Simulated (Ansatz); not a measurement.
Cost against accuracy: basis.ecutwfc for CsBr (Pm-3m, 2 atoms in the cell)

```xyz
2
Lattice="4.4333 0.0000 0.0000 0.0000 4.4333 0.0000 0.0000 0.0000 4.4333" Properties=species:S:1:pos:R:3 pbc="T T T"
Cs     0.0000     0.0000     0.0000
Br     2.2167     2.2167     2.2167
```

Method of the run: PBE, PAW files (plane waves; Ansatz, a first-principles code).

Base settings: basis.ecutwfc = 420 eV; kpoints.mp_grid.grid = 8 8 8; hamiltonian.xc = pbe; hamiltonian.pseudopotentials = {kind: paw} (the program's default PAW files); scf.occupations.method = gaussian; scf.occupations.width = 0.01 eV.

Misses are taken against the tightest run, 840 eV, which need not be fully converged itself. The energy is the free energy per atom.

The count of work is k-points × plane waves × bands × iterations; it is no time, and leaves out set-up, grids and terms that scale otherwise. 

Ansatz's pressure holds its estimate of the finite-basis (Pulay) stress, which hides part of the cutoff error; the uncorrected pressure shows it.

The starting cell comes from a database of computed structures (which also holds hypothetical and non-ambient phases and stackings), without a prior relaxation at this level. Its lattice was rescaled by a random factor within 2.5 % of one. Ansatz's pressure includes its estimate of the finite-basis (Pulay) stress.

```tsv
basis.ecutwfc	energy less reference (meV/atom)	gap on the mesh less reference (eV)	uncorrected pressure less reference (GPa)	count of work / reference
170 eV	1034.69	0.231	-10.12	0.096
210 eV	367.85	0.074	-5.38	0.13
250 eV	105.16	0.028	-2.20	0.16
295 eV	18.72	0.002	-0.58	0.21
335 eV	2.84	0.000	-0.12	0.25
380 eV	0.41	0.000	-0.01	0.30
420 eV	0.25	0.000	0.00	0.36
485 eV	0.10	0.000	0.00	0.44
545 eV	0.04	0.000	0.00	0.52
630 eV	0.02	0.000	0.00	0.65
735 eV	0.01	0.000	0.00	0.81
840 eV	0.00	0.000	0.00	1.0
```

Coarsest setting among those run that, with all tighter ones, holds the energy within 10 meV/atom of the reference: 335 eV, off by 2.8 meV/atom; it needs 0.25 of the reference's count of work.

The step from 210 eV to 380 eV: it takes the miss in the energy from 370 to 0.41 meV/atom, for 2.3 times the count of work.

Keys are those of Ansatz 0.2.
